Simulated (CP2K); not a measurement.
PbSe (Clausthalite) in CP2K: the effect of pseudo set

PbSe (Clausthalite):

```
CELL_PARAMETERS angstrom
4.32841 0.00000 0.00000
2.16421 3.74852 0.00000
2.16421 1.24951 3.53413
ATOMIC_POSITIONS crystal
Pb 0.00000 0.00000 0.00000
Se 0.50000 0.50000 0.50000
```

Alike in all runs:

* Program: CP2K 2026.2
* Task: single point
* Functional: PBE
* Density cutoff: 6123 eV
* k mesh: 8 × 8 × 8
* Occupations: fermi-dirac, width 0.05 eV
* Spin: no spin polarisation

| pseudo set | gap on the mesh (eV) | pressure (GPa) |
| --- | --- | --- |
| PBE | 0.32 | 2.3 |
| PADE | 0.30 | -1.6 |
| BLYP | ? | ? |
| SCAN | 0.23 | -0.1 |
| PBE0 | 0.23 | 2.2 |

Question: What does the run with pseudo set BLYP give?

Answer: gap on the mesh 0.23 eV; pressure 1.0 GPa.

Caveats: spin-orbit coupling is left out, which as a rule narrows the gap of such compounds by several tenths of an eV; the basis of atomic orbitals isn't converged, which shifts pressures, moduli and gaps; the potentials were made for another functional, which shifts forces and pressure (some runs).

A k mesh can miss the band edges.
